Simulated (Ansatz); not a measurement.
From the elastic tensor of SiC to moduli and sound speeds

The calculation used Ansatz, DFT PBE0, scalar-relativistic, plane waves, PAW. Cutoff 420 eV, 6×6×6 k-points (Γ-centred), fixed occupations. No spin polarisation.

The structure is cubic, space group F-43m (No. 216). Conventional cell: a = 4.347 Å, b = 4.347 Å, c = 4.347 Å, α = 90.00°, β = 90.00°, γ = 90.00°. Around Si (site symmetry -43m) lie 4 C at 1.88 Å. Around C (site symmetry -43m) lie 4 Si at 1.88 Å.

The cell is the ideal cubic zincblende prototype.

Relaxed-ion constants (GPa, on the Cartesian axes of the calculation):
C11 = 417.6, C12 = 141.6, C13 = 141.6, C22 = 417.6, C23 = 141.6, C33 = 417.6, C44 = 260.9, C55 = 260.9, C66 = 260.9 GPa; the others vanish.

Density 3.241 g/cm³; 2 atoms in 20.54 Å³.

The values that follow are for a polycrystal of randomly turned grains, by Hill's mean where one number stands.

With S = C⁻¹: B_V = (C11+C22+C33+2(C12+C13+C23))/9, G_V = (C11+C22+C33−C12−C13−C23+3(C44+C55+C66))/15, 1/B_R = S11+S22+S33+2(S12+S13+S23), 15/G_R = 4(S11+S22+S33−S12−S13−S23)+3(S44+S55+S66); Hill is their mean. Then v_l = √((B+4G/3)/ρ), v_t = √(G/ρ), v_m = [(2/v_t³+1/v_l³)/3]^(−1/3) and Θ = (ħ/k_B)·v_m·(6π²n/V)^(1/3) for n atoms in the volume V; E = 9BG/(3B+G), ν = (3B−2G)/(2(3B+G)) and A^U = 5G_V/G_R + B_V/B_R − 6.

```json
{
 "Bulk modulus, Voigt / Reuss / Hill": "233.6 / 233.6 / 233.6 GPa",
 "Shear modulus, Voigt / Reuss / Hill": "211.7 / 192.3 / 202.0 GPa",
 "Young's modulus": "470 GPa",
 "Poisson ratio": "0.164",
 "Pugh ratio B/G": "1.16",
 "Universal anisotropy index": "0.50",
 "Longitudinal and transverse sound speeds": "12457 and 7895 m/s",
 "Debye temperature from the mean sound speed": "1189 K"
}
```

Cost: 1 run of about 9.1 core-minutes, on Arm Neoverse V2 (shared hosts).

The elastic constants describe a stiff covalent network that resists shear almost as strongly as compression. C44 lies well above C12, a clear departure from the Cauchy relation for central forces, as expected where directional sp³ bonds resist changes of angle as well as length. The crystal is nevertheless far from isotropic: C44 also exceeds half the difference between C11 and C12, so tetragonal shear is the softer mode. Loading along a cube axis can be taken up largely by bending bond angles, whereas loading along ⟨111⟩ directly stretches one set of Si–C bonds, making that the stiffest direction. This anisotropy separates the Voigt and Reuss shear moduli, while cubic symmetry makes the two bulk moduli coincide. Strong bonds and light atoms together account for the fast sound and the Debye temperature of 1189 K. The low B/G and Poisson ratios are consistent with the known brittleness of SiC, but toughness and strength depend on cracks, dislocations and grain boundaries, which elastic constants do not describe.
